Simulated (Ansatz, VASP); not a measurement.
# One calculation of LiF, two programs

POSCAR

```
LiF
1.0
    0.0000000000      2.0140000000      2.0140000000
    2.0140000000      0.0000000000      2.0140000000
    2.0140000000      2.0140000000      0.0000000000
Li F
1 1
Direct
    0.0000000000      0.0000000000      0.0000000000
    0.5000000000      0.5000000000      0.5000000000
```

File INCAR.step1:

```
SYSTEM = LiF
PREC = Accurate
ENCUT = 520
ISMEAR = 0
SIGMA = 0.05
LREAL = .FALSE.
LASPH = .TRUE.
NELM = 80
NBANDS = 12
GGA = PE
ALGO = Normal
EDIFF = 1E-4
LWAVE = .TRUE.
LCHARG = .FALSE.
```

File INCAR.step2:

```
SYSTEM = LiF
PREC = Accurate
ENCUT = 520
EDIFF = 1E-7
ISMEAR = 0
SIGMA = 0.05
LREAL = .FALSE.
LASPH = .TRUE.
NELM = 80
ALGO = Normal
ISIF = 2
LWAVE = .FALSE.
LCHARG = .FALSE.
METAGGA = R2SCAN
LMIXTAU = .TRUE.
NBANDS = 12
ISTART = 1
```

Contents of KPOINTS:

```
regular mesh
0
G
  10 10 10
  0 0 0
```

Input for Ansatz:

```yaml
crystal:
  lattice:
    - [0.0, 2.014, 2.014]
    - [2.014, 0.0, 2.014]
    - [2.014, 2.014, 0.0]
  atoms:
    - { symbol: Li, position: [0.0, 0.0, 0.0] }
    - { symbol: F, position: [0.5, 0.5, 0.5] }
basis:
  ecutwfc: 500
kpoints:
  mp_grid: { grid: [10, 10, 10] }
hamiltonian:
  xc: r2scan
scf:
  occupations: { method: gaussian, width: 0.05 }
output:
  forces: true
  stress: true
  eigenvalues: true
```

Alike in both runs: task single point; functional r2SCAN; k mesh 10 × 10 × 10; occupations gaussian, width 0.05 eV; no spin polarisation.

|  | VASP | Ansatz |
| --- | --- | --- |
| version | VASP 6.6.1 | Ansatz 0.2.0 |
| potentials or method | VASP PAW PBE potentials, release 64 (Li_sv, F) | scalar-relativistic, plane waves, PAW |
| plane-wave cutoff (eV) | 520 | 500 |
| valence electrons in the cell | 10 | 10 |

VASP gave:

* gap on the k mesh at the Fermi level (eV): 10.27
* least direct gap on the mesh (eV): 10.27

Which values does Ansatz return?

gap on the k mesh at the Fermi level (eV): 10.06; least direct gap on the mesh (eV): 10.06.

The functional is the same, so the differences come from potentials, cutoffs and numerics.

Caveats: the PAW data sets were made with another functional, which shifts forces and pressure a little (VASP). r2SCAN opens gaps a little over a GGA but as a rule still falls short of measured ones. A k mesh can miss the band edges.
